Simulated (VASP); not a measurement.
# SnO2 (Cassiterite) (P4_2/mnm) in VASP: notebook, part 3 of 3

VASP 6.6.1.

**6. Relaxation of cell and atoms, RPBE+D3(BJ)**

File INCAR:

```
PREC     = Accurate       # precision mode
ENCUT    = 600            # plane-wave cutoff, eV
EDIFF    = 1E-7           # SCF threshold, eV
ISMEAR   = -1             # smearing method
SIGMA    = 0.05           # smearing width, eV
LREAL    = F              # projectors in reciprocal space
LASPH    = T              # aspherical terms in the spheres
NELM     = 80             # most SCF steps
ALGO     = Fast           # electronic algorithm
ISIF     = 3              # what is computed and relaxed
LWAVE    = F              # write WAVECAR
LCHARG   = F              # write CHGCAR
GGA      = RP             # functional
IVDW     = 12             # dispersion correction
IBRION   = 2              # ionic algorithm
NSW      = 40             # ionic steps
EDIFFG   = -0.005         # ionic threshold
```

File KPOINTS:

```
Automatic mesh
0
Gamma
  6 6 8
```

File POSCAR:

```
SnO2
1.0
    4.7380000000      0.0000000000      0.0000000000
    0.0000000000      4.7380000000      0.0000000000
    0.0000000000      0.0000000000      3.1865000000
Sn O
2 4
Direct
    0.5000000000      0.5000000000      0.5000000000
    0.0000000000      0.0000000000      0.0000000000
    0.8071000000      0.1929000000      0.5000000000
    0.6929000000      0.6929000000      0.0000000000
    0.1929000000      0.8071000000      0.5000000000
    0.3071000000      0.3071000000      0.0000000000
```

Potentials or basis: VASP PAW PBE potentials, release 64 (Sn_d, O).

The run is started by

```console
> cat potpaw_PBE.64/Sn_d/POTCAR potpaw_PBE.64/O/POTCAR > POTCAR
> mpirun -np 1 vasp_std > vasp.out
```

OUTCAR:

```text
PREC = Accurate
   ENCUT = 600
   EDIFF = 1E-7
   ISMEAR = -1
   LREAL = F
   LASPH = T
   NELM = 80
   ISIF = 3
   GGA = RP
   IVDW = 12
   IBRION = 2
   NSW = 40
   EDIFFG = -0.005
 IVDW          = 12

 ion  position               nearest neighbor table
   1  0.500  0.500  0.500-   4 2.05   6 2.05   4 2.05   6 2.05   5 2.06   3 2.06   2 3.71   2 3.71
                             2 3.71   2 3.71   2 3.71   2 3.71   2 3.71   2 3.71
   2  0.000  0.000  0.000-   3 2.05   5 2.05   3 2.05   5 2.05   4 2.06   6 2.06   1 3.71   1 3.71
                             1 3.71   1 3.71   1 3.71   1 3.71   1 3.71   1 3.71
   3  0.807  0.193  0.500-   2 2.05   2 2.05   1 2.06
   4  0.693  0.693  0.000-   1 2.05   1 2.05   2 2.06
   5  0.193  0.807  0.500-   2 2.05   2 2.05   1 2.06
   6  0.307  0.307  0.000-   1 2.05   1 2.05   2 2.06

  LATTYP: Found a simple tetragonal cell.
 ALAT       =     4.7380000000
 C/A-ratio  =     0.6725411566

  Lattice vectors:

 A1 = (   4.7380000000,   0.0000000000,   0.0000000000)
 A2 = (   0.0000000000,   4.7380000000,   0.0000000000)
 A3 = (   0.0000000000,   0.0000000000,   3.1865000000)

Analysis of symmetry for initial positions (statically):
=====================================================================
 Subroutine PRICEL returns:
 Original cell was already a primitive cell.

 Routine SETGRP: Setting up the symmetry group for a
 simple tetragonal supercell.

 Subroutine GETGRP returns: Found 16 space group operations
 (whereof  8 operations were pure point group operations)
 out of a pool of 16 trial point group operations.

The static configuration has the point symmetry D_2h.
 The point group associated with its full space group is D_4h.

Analysis of symmetry for dynamics (positions and initial velocities):
=====================================================================
 Subroutine PRICEL returns:
 Original cell was already a primitive cell.

 Routine SETGRP: Setting up the symmetry group for a
 simple tetragonal supercell.

 Subroutine GETGRP returns: Found 16 space group operations
 (whereof  8 operations were pure point group operations)
 out of a pool of 16 trial point group operations.

[... 114 lines left out ...]
   NFREE  =      1    steps in history (QN), initial steepest desc. (CG)
   ISIF   =      3    stress and relaxation
   ISYM   =      2    0-nonsym 1-usesym 2-fastsym
   POTIM  = 0.5000    time-step for ionic-motion
   TEBEG  =    0.0;   TEEND  =   0.0 temperature during run
   PSTRESS=    0.0 pullay stress
   NELECT =      52.0000    total number of electrons
   NUPDOWN=      -1.0000    fix difference up-down
   EMIN   =  10.00;   EMAX   =-10.00  energy-range for DOS
   EFERMI =   0.00;   METHOD = LEGACY
   ISMEAR =    -1;   SIGMA  =   0.05  broadening in eV -4-tet -1-fermi 0-gaus
   EFERMI_NEDOS =   21; number of points for ismear=-14 and -15
   IALGO  =     68    algorithm
   IMIX   =      4    mixing-type and parameters
     AMIX     =   0.40;   BMIX     =  1.00
     AMIX_MAG =   1.60;   BMIX_MAG =  1.00
  volume/ion in A,a.u.               =      11.92        80.45
  Fermi-wavevector in a.u.,A,eV,Ry     =   1.472000  2.781677 29.480903  2.166785
  Thomas-Fermi vector in A             =   2.587068
   LORBIT       =      0    0 simple, 1 ext, 2 COOP (PROOUT), +10 PAW based schemes
   GGA     = RP    functional components
   LHFCALC =     F    Hartree Fock is set to
   AEXX    =    0.0000 exact exchange contribution
   IVDW    =    12    specifies the selected vdW correction
   LEPSILON=     F    determine dielectric tensor
   LRPA    =     F    only Hartree local field effects (RPA)
 conjugate gradient relaxation of ions
 non-spin polarized calculation
 RMM-DIIS sequential band-by-band and
  energy-cutoff  :      600.00
  volume of cell :       71.53
 maximum number of plane-waves:      2409
 NGX is ok and might be reduce to    40
   NGX = 19   NGY = 19   NGZ = 13

--------------------------------------- Ionic step        1  -------------------------------------------

 number of electron      52.0000000 magnetization

 Free energy of the ion-electron system (eV)
  ---------------------------------------------------
  ext. energy  EPLUGINS =         0.00000000
  ---------------------------------------------------
  free energy    TOTEN  =       -34.73219559 eV

  energy without entropy =      -34.73219557  energy(sigma->0) =      -34.73219558

------------------------ aborting loop because EDIFF is reached ----------------------------------------

 Edisp (eV)   -5.43899

 E8    (eV) :    -3.2425
[... 255 lines left out ...]
--------------------------------------- Ionic step        7  -------------------------------------------

 number of electron      51.9999996 magnetization

 Free energy of the ion-electron system (eV)
  ---------------------------------------------------
  ext. energy  EPLUGINS =         0.00000000
  ---------------------------------------------------
  free energy    TOTEN  =       -34.72952170 eV

  energy without entropy =      -34.72952168  energy(sigma->0) =      -34.72952169

 E-fermi :   6.9923     XC(G=0): -11.0287

 val. band max:        6.3169905012   @ k =   0.0000   0.0000   0.0000
 cond. band min:       7.6445849573   @ k =   0.0000   0.0000   0.0000
 fundamental gap:      1.3275944560
 Fermi energy:         6.9922606864

 k-point     1 :       0.0000    0.0000    0.0000
  band No.  band energies     occupation
      1     -14.8537      2.00000
      2     -14.0257      2.00000
      3     -13.7973      2.00000
      4     -13.7641      2.00000
      5     -13.7641      2.00000
      6     -13.7225      2.00000
[... 805 lines left out ...]
     30      15.2309      0.00000
     31      16.0007      0.00000

 [... further k-points ...]

------------------------ aborting loop because EDIFF is reached ----------------------------------------

 Edisp (eV)   -5.45164

 E8    (eV) :    -3.2498
[... 29 lines left out ...]
  FREE ENERGIE OF THE ION-ELECTRON SYSTEM (eV)
  ---------------------------------------------------
  free  energy   TOTEN  =       -40.1811651616 eV

  energy  without entropy=      -40.1811651393  energy(sigma->0) =      -40.18116515

 reached required accuracy - stopping structural energy minimisation
```

OSZICAR:

```text
N       E                     dE             d eps       ncg     rms          rms(c)
DAV:   1     0.702501016259E+03    0.70250E+03   -0.28592E+04  3338   0.286E+03
DAV:   2     0.650117460702E+02   -0.63749E+03   -0.61424E+03  3532   0.743E+02
[... 73 lines left out ...]
       N       E                     dE             d eps       ncg     rms          rms(c)
DAV:   1    -0.347295400207E+02    0.38822E-03   -0.25869E-03  3388   0.385E-01    0.316E-02
RMM:   2    -0.347295273320E+02    0.12689E-04   -0.48552E-05  3600   0.691E-02    0.180E-02
RMM:   3    -0.347295210420E+02    0.62901E-05   -0.21092E-05  3585   0.345E-02    0.325E-03
RMM:   4    -0.347295214510E+02   -0.40909E-06   -0.38906E-06  3766   0.172E-02    0.131E-03
RMM:   5    -0.347295216296E+02   -0.17854E-06   -0.12279E-06  3524   0.818E-03    0.104E-03
RMM:   6    -0.347295217039E+02   -0.74329E-07   -0.20022E-07  2078   0.395E-03
   7 F= -.40181165E+02 E0= -.40181165E+02  d E =-.142191E-04
```

Wall time 7.2 min (1 thread of Intel Xeon Platinum 8488C (Sapphire Rapids), shared host); peak memory 0.29 GiB.

Results:

* Free energy: -40.1812 eV
* Relaxed volume: 11.90 Å³/atom
* Relaxed cell: a = 4.723 Å, b = 4.723 Å, c = 3.199 Å, α = 90.00°, β = 90.00°, γ = 90.00°
* Space group after relaxing (to 0.05 Å): P4_2/mnm (No. 136)
* Energy gained by relaxing: 1.7 meV/atom
* Ionic steps: 7
* Pressure after relaxing: 0.0 GPa
* Band gap on the k mesh: 1.33 eV, direct
* Dispersion energy per atom: -0.909 eV

Step by step:
| step | energy change (eV) | largest force (eV/Å) | pressure (GPa) | volume (Å³) |
| --- | --- | --- | --- | --- |
| 1 | 0.0000 | 0.3220 | 0.27 | 71.53 |
| 2 | -0.0075 | 0.1204 | -1.19 | 71.74 |
| 3 | -0.0092 | 0.0133 | -0.78 | 71.67 |
| 4 | -0.0094 | 0.0253 | 0.69 | 71.13 |
| 5 | -0.0100 | 0.0073 | 0.01 | 71.38 |
| 6 | -0.0100 | 0.0069 | -0.01 | 71.38 |
| 7 | -0.0100 | 0.0014 | 0.00 | 71.38 |

Final structure:
```
CELL_PARAMETERS angstrom
4.72345 0.00000 0.00000
0.00000 4.72345 0.00000
0.00000 0.00000 3.19920
ATOMIC_POSITIONS crystal
Sn 0.50000 0.50000 0.50000
Sn 0.00000 0.00000 0.00000
O 0.80536 0.19464 0.50000
O 0.69464 0.69464 0.00000
O 0.19464 0.80536 0.50000
O 0.30536 0.30536 0.00000
```

Levels at points of the mesh, in eV from the valence-band top:
| k point | band 23 | band 24 | band 25 | band 26 | band 27 | band 28 | band 29 | band 30 |
| --- | --- | --- | --- | --- | --- | --- | --- | --- |
| (0.00, 0.00, 0.00) | -1.24 | -0.77 | -0.77 | 0.00 | 1.33 | 6.28 | 6.43 | 6.43 |
| (0.50, 0.00, 0.00) | -1.20 | -1.20 | -0.62 | -0.62 | 4.54 | 4.54 | 7.22 | 7.22 |
| (0.50, 0.50, 0.00) | -1.32 | -1.32 | -0.89 | -0.89 | 4.96 | 4.96 | 7.66 | 7.66 |
| (0.00, 0.00, 0.50) | -1.65 | -1.65 | -1.25 | -1.25 | 6.28 | 6.28 | 9.95 | 9.95 |
| (0.50, 0.00, 0.50) | -1.09 | -1.09 | -0.68 | -0.68 | 6.58 | 6.58 | 8.24 | 8.24 |
| (0.50, 0.50, 0.50) | -0.94 | -0.94 | -0.83 | -0.83 | 4.94 | 4.94 | 9.14 | 9.14 |

Caveat: the PAW data sets were made with another functional, which shifts forces and pressure a little; spin-orbit coupling is left out, which moves the levels of the heavy elements. Expect the measured gap to be larger: semilocal functionals such as RPBE lack the derivative discontinuity.

**7. Summary**

```tsv
task	level	cell	cutoff (eV)	smearing	gap on the mesh (eV)	pressure (GPa)	relaxed volume (Å³/atom)	largest force (eV/Å)
single point	PBE	as given	520	gaussian 0.014 eV	1.27	11.8	-	0.29
relaxation of cell and atoms	PBEsol+D4	relaxed	600	fermi-dirac 0.05 eV	0.99	0.1	12.08	0.01
relaxation of cell and atoms	PBEsol+rVV10	relaxed	600	fermi-dirac 0.05 eV	0.91	0.1	12.16	0.01
relaxation of cell and atoms	RPBE+D3	relaxed	600	fermi-dirac 0.05 eV	0.71	-0.1	12.62	-
relaxation of cell and atoms	RPBE+D3(BJ)	relaxed	600	fermi-dirac 0.05 eV	1.33	0.0	11.90	-
```

Alike in all rows: potentials or basis VASP PAW PBE potentials, release 64 (Sn_d, O); no spin polarisation; k mesh 6 × 6 × 8.

Caveats: spin-orbit coupling is left out, which moves the levels of the heavy elements; the PAW data sets were made with another functional, which shifts forces and pressure a little (some runs).

Total energies depend on the potentials used, so only differences within one code and one set of settings carry meaning.
